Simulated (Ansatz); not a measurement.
The system is Fe.

```
CELL_PARAMETERS angstrom
-1.44300 1.44300 1.44300
1.44300 -1.44300 1.44300
1.44300 1.44300 -1.44300
ATOMIC_POSITIONS crystal
Fe 0.00000 0.00000 0.00000
```

```yaml
Program: Ansatz 0.2.0
Task: relaxation of cell and atoms
Functional: PBEsol
Dispersion: D4
Potentials_or_basis: all-electron LAPW, scalar-relativistic
Basis_error_allowed: 0.001 eV/atom
k_mesh: 13 × 13 × 13
Occupations: fermi-dirac, width 0.05 eV
Spin: collinear spin, ferromagnetic start
Starting_moments: "[3.0] μB"
```

At the start: volume 12.02 Å³/atom.

**Question.** How do energy, volume and symmetry change on relaxing?

**Answer.** Over 6 steps the energy falls by 101.5 meV/atom and the volume is 10.65 Å³/atom (-11.4 %); space group Im-3m (No. 229, to 0.05 Å); moment 2.04 μB per cell.

Step by step:
```csv
step,energy change (eV),largest force (eV/Å),volume (Å³)
1,0.0000,0.0000,12.02
2,-0.0869,0.0000,11.13
3,-0.0993,0.0000,10.48
4,-0.1014,0.0000,10.67
5,-0.1015,0.0000,10.65
6,-0.1015,0.0000,10.65
```

Final structure:
```yaml
crystal:
  lattice:
    - [-1.38612, 1.38612, 1.38612]
    - [1.38612, -1.38612, 1.38612]
    - [1.38612, 1.38612, -1.38612]
  atoms:
    - { symbol: Fe, position: [0.00000, 0.00000, 0.00000] }
```

Caveat: the volume moved by -11 % from the deposited cell, more than functionals usually miss.
